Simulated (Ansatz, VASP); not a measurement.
This is a calculation of Sn3Te for VASP 6.6.1.

File INCAR:

```
  ALGO = Normal
  EDIFF = 1E-7
  ENCUT = 520
  GGA = PS
  ISIF = 2
  ISMEAR = -1
  LASPH = T
  LCHARG = F
  LREAL = F
  LWAVE = F
  NBANDS = 32
  NELM = 60
  PREC = Accurate
  SIGMA = 0.05
```

The input KPOINTS:

```
k-points
0
Gamma
  6 6 6
```

Contents of POSCAR:

```
Sn3Te
1.0
    4.8329658348      0.0000000000      0.0000000000
    0.0000000000      4.8329658348      0.0000000000
    0.0000000000      0.0000000000      4.8329658348
Te Sn
1 3
Direct
    0.0000000000      0.0000000000      0.0000000000
    0.0000000000      0.5000000000      0.5000000000
    0.5000000000      0.0000000000      0.5000000000
    0.5000000000      0.5000000000      0.0000000000
```

Potentials or basis: VASP PAW PBE potentials, release 64 (Te, Sn_d).

Command:

```bash
$ cat potpaw_PBE.64/Te/POTCAR potpaw_PBE.64/Sn_d/POTCAR > POTCAR
$ mpirun -np 1 vasp_std > vasp.out
```

**Question.** Set up the same calculation for Ansatz 0.2.0. Potentials there: Ansatz PAW.

**Answer.** As run (the cutoff follows the program's own potentials):

Contents of input.yaml:

```yaml
crystal:
  lattice:
    - [4.8329658348, 0.0, 0.0]
    - [0.0, 4.8329658348, 0.0]
    - [0.0, 0.0, 4.8329658348]
  atoms:
    - { symbol: Te, position: [0.0, 0.0, 0.0] }
    - { symbol: Sn, position: [0.0, 0.5, 0.5] }
    - { symbol: Sn, position: [0.5, 0.0, 0.5] }
    - { symbol: Sn, position: [0.5, 0.5, 0.0] }
hamiltonian:
  xc: pbesol
  pseudopotentials: { kind: paw }
kpoints:
  mp_grid: { grid: [6, 6, 6] }
scf:
  occupations: { method: fermi_dirac, width: 0.05 }
output:
  forces: true
  stress: true
  eigenvalues: true
```

Potentials or basis: Ansatz PAW.

Command:

```bash
$ ansatz run input.yaml --threads 1 --pin off --max-ram 3584MiB --backend cpu --events-out ev --progress --plain --runs-dir out
```

Both were run:

|  | VASP | Ansatz | Ansatz less VASP |
| --- | --- | --- | --- |
| gap on the k mesh at the Fermi level (eV) | none | none | - |
| pressure (GPa) | -1.5 | -1.5 | +0.04 |

A gap of «none» marks a metal or a gap that the smearing closes. The two sets of potentials don't hold the same shells in valence.

Caveats: the PAW data sets were made with another functional, which shifts forces and pressure a little (VASP); the PAW data sets come from PBE, with cores solved anew for the run's functional, which leaves a small shift of forces and pressure (Ansatz). The runs have no spin-orbit coupling, so splittings on Te are missing.
